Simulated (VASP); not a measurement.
# CdO (Fm-3m) in VASP: band structure with r2SCAN

Aim: the band structure of CdO with r2SCAN.

All numbers are computed with VASP 6.6.1; they aren't measurements. Logs are shortened: lines on timing, memory, paths and dates and some standing lists are left out, and cuts for length are marked.

**1. The structure**

Symmetry: Fm-3m, No. 225, cubic system. Conventional cell: a = 4.722 Å, b = 4.722 Å, c = 4.722 Å, α = 90.00°, β = 90.00°, γ = 90.00°. Cd (site symmetry m-3m) is surrounded by 6 O at 2.36 Å. O (site symmetry m-3m) has 6 Cd at 2.36 Å as nearest neighbours.

The cell was built by a generator and needn't be a form met in nature.

**2. Band structure, r2SCAN**

Contents of INCAR:

```
PREC = Accurate
ENCUT = 520
EDIFF = 1E-6
ISMEAR = 0
SIGMA = 0.02
LREAL = F
LASPH = T
NELM = 60
ALGO = Normal
ISIF = 2
LWAVE = F
LCHARG = F
METAGGA = R2SCAN
LMIXTAU = T
```

Contents of KPOINTS:

```
Automatic mesh
0
Gamma
  12 12 12
```

Contents of POSCAR:

```
CdO                                     
1.0
    0.0000000000      2.3610036667      2.3610036667
    2.3610036667      0.0000000000      2.3610036667
    2.3610036667      2.3610036667      0.0000000000
  Cd              O             
     1     1
Direct
     0.0000000000000000    0.0000000000000000    0.0000000000000000
     0.5000000000000000    0.5000000000000000    0.5000000000000000
```

Contents of KPOINTS_OPT:

```
path GXWKGLUWLK,UX
10
line-mode
reciprocal
 0.0000000000  0.0000000000  0.0000000000  G
 0.5000000000  0.0000000000  0.5000000000  X

 0.5000000000  0.0000000000  0.5000000000  X
 0.5000000000  0.2500000000  0.7500000000  W

 0.5000000000  0.2500000000  0.7500000000  W
 0.3750000000  0.3750000000  0.7500000000  K

 0.3750000000  0.3750000000  0.7500000000  K
 0.0000000000  0.0000000000  0.0000000000  G

 0.0000000000  0.0000000000  0.0000000000  G
 0.5000000000  0.5000000000  0.5000000000  L

 0.5000000000  0.5000000000  0.5000000000  L
 0.6250000000  0.2500000000  0.6250000000  U

 0.6250000000  0.2500000000  0.6250000000  U
 0.5000000000  0.2500000000  0.7500000000  W

 0.5000000000  0.2500000000  0.7500000000  W
 0.5000000000  0.5000000000  0.5000000000  L

 0.5000000000  0.5000000000  0.5000000000  L
 0.3750000000  0.3750000000  0.7500000000  K

 0.6250000000  0.2500000000  0.6250000000  U
 0.5000000000  0.0000000000  0.5000000000  X
```

Potentials or basis: VASP PAW PBE potentials, release 64 (Cd, O).

Started as:

```
$ cat potpaw_PBE.64/Cd/POTCAR potpaw_PBE.64/O/POTCAR > POTCAR
$ mpirun -np 1 vasp_std > vasp.out
```

OUTCAR:

```text
PREC = Accurate
   ENCUT = 520
   EDIFF = 1E-6
   ISMEAR = 0
   LREAL = F
   LASPH = T
   NELM = 60
   ISIF = 2
   METAGGA = R2SCAN

 ion  position               nearest neighbor table
   1  0.000  0.000  0.000-   2 2.36   2 2.36   2 2.36   2 2.36   2 2.36   2 2.36
   2  0.500  0.500  0.500-   1 2.36   1 2.36   1 2.36   1 2.36   1 2.36   1 2.36

  LATTYP: Found a face centered cubic cell.
 ALAT       =     4.7220073334

  Lattice vectors:

 A1 = (   0.0000000000,   2.3610036667,   2.3610036667)
 A2 = (   2.3610036667,   0.0000000000,   2.3610036667)
 A3 = (   2.3610036667,   2.3610036667,   0.0000000000)

Analysis of symmetry for initial positions (statically):
=====================================================================
 Subroutine PRICEL returns:
 Original cell was already a primitive cell.

 Routine SETGRP: Setting up the symmetry group for a
 face centered cubic supercell.

 Subroutine GETGRP returns: Found 48 space group operations
 (whereof 48 operations were pure point group operations)
 out of a pool of 48 trial point group operations.

The static configuration has the point symmetry O_h .

Analysis of symmetry for dynamics (positions and initial velocities):
=====================================================================
 Subroutine PRICEL returns:
 Original cell was already a primitive cell.

 Routine SETGRP: Setting up the symmetry group for a
 face centered cubic supercell.

 Subroutine GETGRP returns: Found 48 space group operations
 (whereof 48 operations were pure point group operations)
 out of a pool of 48 trial point group operations.

The dynamic configuration has the point symmetry O_h .

 Subroutine INISYM returns: Found 48 space group operations
 (whereof 48 operations are pure point group operations),
 and found     1 'primitive' translations

----------------------------------------------------------------------------------------

                                     Primitive cell

  volume of cell :      26.3221

  direct lattice vectors                    reciprocal lattice vectors
     0.000000000  2.361003667  2.361003667    -0.211774343  0.211774343  0.211774343
     2.361003667  0.000000000  2.361003667     0.211774343 -0.211774343  0.211774343
     2.361003667  2.361003667  0.000000000     0.211774343  0.211774343 -0.211774343

  length of vectors
     3.338963406  3.338963406  3.338963406     0.366803922  0.366803922  0.366803922

  position of ions in fractional coordinates (direct lattice)
     0.000000000  0.000000000  0.000000000
     0.500000000  0.500000000  0.500000000

  ion indices of the primitive-cell ions
   primitive index   ion index
                 1           1
                 2           2

----------------------------------------------------------------------------------------

 KPOINTS: Automatic mesh

Automatic generation of k-mesh.
 Grid dimensions read from file:
 generate k-points for:   12   12   12

 Generating k-lattice:

  Cartesian coordinates                     Fractional coordinates (reciprocal lattice)
    -0.017647862  0.017647862  0.017647862     0.083333333  0.000000000  0.000000000
     0.017647862 -0.017647862  0.017647862     0.000000000  0.083333333  0.000000000
     0.017647862  0.017647862 -0.017647862     0.000000000  0.000000000  0.083333333

  Length of vectors
     0.030566993  0.030566993  0.030566993

  Shift w.r.t. Gamma in fractional coordinates (k-lattice)
     0.000000000  0.000000000  0.000000000

 Subroutine IBZKPT returns following result:
 ===========================================

 Found     72 irreducible k-points:

 Following reciprocal coordinates:
            Coordinates               Weight
  0.000000  0.000000  0.000000      1.000000
  0.083333  0.000000  0.000000      8.000000
  0.166667  0.000000  0.000000      8.000000
  0.250000  0.000000  0.000000      8.000000
  0.333333  0.000000  0.000000      8.000000
  0.416667  0.000000  0.000000      8.000000
[... 16 lines left out ...]
  0.500000  0.166667  0.000000     24.000000
 -0.416667  0.166667  0.000000     24.000000
 [... further k-points ...]
   k-points           NKPTS =     72   k-points in BZ     NKDIM =     72   number of bands    NBANDS=     13
   number of dos      NEDOS =    301   number of ions     NIONS =      2
   total plane-waves  NPLWV =  21952
   dimension x,y,z NGX =    28 NGY =   28 NGZ =   28
   dimension x,y,z NGXF=    56 NGYF=   56 NGZF=   56
   ions per type =               1   1
   NGX,Y,Z   is equivalent  to a cutoff of  13.94, 13.94, 13.94 a.u.
   NGXF,Y,Z  is equivalent  to a cutoff of  27.88, 27.88, 27.88 a.u.
 SYSTEM =  unknown system
   PREC   = accura    normal or accurate (medium, high low for compatibility)
   ISTART =      0    job   : 0-new  1-cont  2-samecut
   ICHARG =      2    charge: 1-file 2-atom 10-const
   ISPIN  =      1    spin polarized calculation?
   LNONCOLLINEAR =      F non collinear calculations
   LSORBIT =      F    spin-orbit coupling
   LASPH  =      T    aspherical Exc in radial PAW
   ENCUT  =  520.0 eV  38.22 Ry    6.18 a.u.   6.21  6.21  6.21*2*pi/ulx,y,z
   NELM   =     60;   NELMIN=  2; NELMDL= -5     # of ELM steps
   EDIFF  = 0.1E-05   stopping-criterion for ELM
   LREAL  =      F    real-space projection
   EDIFFG = 0.1E-04   stopping-criterion for IOM
   NSW    =      0    number of steps for IOM
   IBRION =     -1    ionic relax: 0-MD 1-quasi-New 2-CG
   NFREE  =      0    steps in history (QN), initial steepest desc. (CG)
   ISIF   =      2    stress and relaxation
   ISYM   =      2    0-nonsym 1-usesym 2-fastsym
   POTIM  = 0.5000    time-step for ionic-motion
   TEBEG  =    0.0;   TEEND  =   0.0 temperature during run
   PSTRESS=    0.0 pullay stress
   NELECT =      18.0000    total number of electrons
   NUPDOWN=      -1.0000    fix difference up-down
   EMIN   =  10.00;   EMAX   =-10.00  energy-range for DOS
   EFERMI =   0.00;   METHOD = LEGACY
   ISMEAR =     0;   SIGMA  =   0.02  broadening in eV -4-tet -1-fermi 0-gaus
   EFERMI_NEDOS =   21; number of points for ismear=-14 and -15
   IALGO  =     38    algorithm
   IMIX   =      4    mixing-type and parameters
     AMIX     =   0.40;   BMIX     =  1.00
     AMIX_MAG =   1.60;   BMIX_MAG =  1.00
  volume/ion in A,a.u.               =      13.16        88.82
  Fermi-wavevector in a.u.,A,eV,Ry     =   1.442311  2.725573 28.303681  2.080262
  Thomas-Fermi vector in A             =   2.560846
   LORBIT       =      0    0 simple, 1 ext, 2 COOP (PROOUT), +10 PAW based schemes
   METAGGA = R2SCAN    functional components
   LHFCALC =     F    Hartree Fock is set to
   AEXX    =    0.0000 exact exchange contribution
   IVDW    =     0    specifies the selected vdW correction
   LEPSILON=     F    determine dielectric tensor
   LRPA    =     F    only Hartree local field effects (RPA)
 non-spin polarized calculation
 Gauss-broadening in eV      SIGMA  =   0.02
  energy-cutoff  :      520.00
  volume of cell :       26.32
 maximum number of plane-waves:       725
 NGX is ok and might be reduce to    28
   NGX = 13   NGY = 13   NGZ = 13

 number of electron      17.9999999 magnetization

 Free energy of the ion-electron system (eV)
  ---------------------------------------------------
  ext. energy  EPLUGINS =         0.00000000
  ---------------------------------------------------
  free energy    TOTEN  =       -28.56043436 eV

  energy without entropy =      -28.56042311  energy(sigma->0) =      -28.56042874

 E-fermi :   1.6100     XC(G=0): -12.2402

 val. band max:        1.5815770138   @ k =   0.5000   0.0000   0.0000
 cond. band min:       1.6230614906   @ k =   0.0000   0.0000   0.0000
 fundamental gap:      0.0414844768
 Fermi energy:         1.6100181900

 k-point     1 :       0.0000    0.0000    0.0000
  band No.  band energies     occupation
      1     -16.6144      2.00000
      2      -5.2661      2.00000
      3      -5.2661      2.00000
      4      -5.2661      2.00000
      5      -4.9584      2.00000
      6      -4.9584      2.00000
      7       0.2859      2.00000
      8       0.2859      2.00000
      9       0.2859      2.00000
     10       1.6231      0.35637
     11      17.2640      0.00000
     12      19.2445      0.00000
     13      19.2445      0.00000

 k-point     2 :       0.0833    0.0000    0.0000
  band No.  band energies     occupation
      1     -16.5700      2.00000
      2      -5.2915      2.00000
      3      -5.2524      2.00000
      4      -5.2524      2.00000
      5      -5.0085      2.00000
      6      -5.0085      2.00000
      7      -0.3315      2.00000
      8       0.3802      2.00000
      9       0.3802      2.00000
     10       2.3472      0.00000
     11      16.2792      0.00000
     12      18.7146      0.00000
     13      18.7146      0.00000

 k-point     3 :       0.1667    0.0000    0.0000
  band No.  band energies     occupation
      1     -16.4465      2.00000
      2      -5.3820      2.00000
      3      -5.2947      2.00000
      4      -5.2947      2.00000
      5      -5.0546      2.00000
      6      -5.0546      2.00000
      7      -1.1595      2.00000
      8       0.6296      2.00000
      9       0.6296      2.00000
     10       3.5029      0.00000
     11      14.3664      0.00000
     12      17.5353      0.00000
     13      17.5353      0.00000
[... 305 lines left out ...]
 k-point    23 :       0.5000    0.1667    0.0000
  band No.  band energies     occupation
      1     -15.9292      2.00000
      2      -5.8533      2.00000
      3      -5.6571      2.00000
      4      -5.6164      2.00000
      5      -4.8145      2.00000
      6      -4.7145      2.00000
      7      -2.1213      2.00000
      8       0.6395      2.00000
      9       1.0450      2.00000
     10       7.5633      0.00000
     11       9.4658      0.00000
     12      12.8162      0.00000
     13      14.7878      0.00000

 k-point    24 :      -0.4167    0.1667    0.0000
  band No.  band energies     occupation
      1     -15.9098      2.00000
      2      -5.9179      2.00000
      3      -5.7078      2.00000
      4      -5.6021      2.00000
      5      -4.7676      2.00000
      6      -4.7414      2.00000
      7      -2.0929      2.00000
      8       0.4232      2.00000
      9       1.3375      2.00000
     10       7.8611      0.00000
     11       9.1828      0.00000
     12      12.6313      0.00000
     13      14.7270      0.00000

 [... further k-points ...]

------------------------ aborting loop because EDIFF is reached ----------------------------------------

  FORCE on cell =-STRESS in cart. coord.  units (eV):
  Direction    XX          YY          ZZ          XY          YZ          ZX
  --------------------------------------------------------------------------------------
  -------------------------------------------------------------------------------------
  Total        0.0349471      0.0349471      0.0349471      0.0000000      0.0000000      0.0000000
  in kB        2.1271650      2.1271650      2.1271650      0.0000000      0.0000000      0.0000000
  external PRESSURE =       2.1271650 kB  Pullay stress =       0.0000000 kB

 VOLUME and BASIS-vectors are now :
 -----------------------------------------------------------------------------
  energy-cutoff  :      520.00
  volume of cell :       26.32
      direct lattice vectors                 reciprocal lattice vectors
     0.000000000  2.361003667  2.361003667    -0.211774343  0.211774343  0.211774343
     2.361003667  0.000000000  2.361003667     0.211774343 -0.211774343  0.211774343
     2.361003667  2.361003667  0.000000000     0.211774343  0.211774343 -0.211774343

 POSITION                                       TOTAL-FORCE (eV/Angst)
 -----------------------------------------------------------------------------------
      0.00000      0.00000      0.00000         0.000000     -0.000000      0.000000
      2.36100      2.36100      2.36100        -0.000000      0.000000     -0.000000
 -----------------------------------------------------------------------------------
    total drift:                                0.000000      0.000000      0.000000

  FREE ENERGIE OF THE ION-ELECTRON SYSTEM (eV)
  ---------------------------------------------------
  free  energy   TOTEN  =       -28.5604343587 eV

  energy  without entropy=      -28.5604231121  energy(sigma->0) =      -28.56042874
```

Run time: 3.1 min. Hardware: 1 thread of AMD EPYC 7R13 (Zen 3), shared host; peak memory 0.17 GiB.

What came out:

| Quantity | Value |
| --- | --- |
| Free energy | -28.5604 eV |
| Pressure | 0.2 GPa |
| Band gap on the k mesh | 0.04 eV, indirect (least direct gap 1.34 eV) |
| Band gap along the path | 0.04 eV, indirect (least direct gap 1.34 eV) |

Levels at the corners of the path, in eV from the valence-band top:
```tsv
point	band 5	band 6	band 7	band 8	band 9	band 10	band 11	band 12	band 13
Γ	-6.54	-6.54	-1.30	-1.30	-1.30	0.04	15.68	17.66	17.66
X	-6.20	-5.89	-4.23	-2.26	-2.26	4.50	9.26	11.72	14.23
X	-6.20	-5.89	-4.23	-2.26	-2.26	4.50	9.26	11.72	14.23
W	-6.20	-5.99	-2.95	-2.95	-1.80	6.60	9.61	9.61	11.49
W	-6.20	-5.99	-2.95	-2.95	-1.80	6.60	9.61	9.61	11.49
K	-6.28	-6.16	-3.35	-2.81	-1.24	6.05	9.25	9.34	13.79
K	-6.28	-6.16	-3.35	-2.81	-1.24	6.05	9.25	9.34	13.79
Γ	-6.54	-6.54	-1.30	-1.30	-1.30	0.04	15.68	17.66	17.66
Γ	-6.54	-6.54	-1.30	-1.30	-1.30	0.04	15.68	17.66	17.66
L	-6.32	-6.32	-3.79	0.00	0.00	5.06	7.92	12.74	12.74
L	-6.32	-6.32	-3.79	0.00	0.00	5.06	7.92	12.74	12.74
U	-6.28	-6.16	-3.35	-2.81	-1.24	6.05	9.25	9.34	13.79
U	-6.28	-6.16	-3.35	-2.81	-1.24	6.05	9.25	9.34	13.79
W	-6.20	-5.99	-2.95	-2.95	-1.80	6.60	9.61	9.61	11.49
W	-6.20	-5.99	-2.95	-2.95	-1.80	6.60	9.61	9.61	11.49
L	-6.32	-6.32	-3.79	0.00	0.00	5.06	7.92	12.74	12.74
L	-6.32	-6.32	-3.79	0.00	0.00	5.06	7.92	12.74	12.74
K	-6.28	-6.16	-3.35	-2.81	-1.24	6.05	9.25	9.34	13.79
U	-6.28	-6.16	-3.35	-2.81	-1.24	6.05	9.25	9.34	13.79
X	-6.20	-5.89	-4.23	-2.26	-2.26	4.50	9.26	11.72	14.23
```

Caveat: the PAW data sets were made with another functional, which shifts forces and pressure a little. r2SCAN opens gaps a little over a GGA but as a rule still falls short of measured ones.
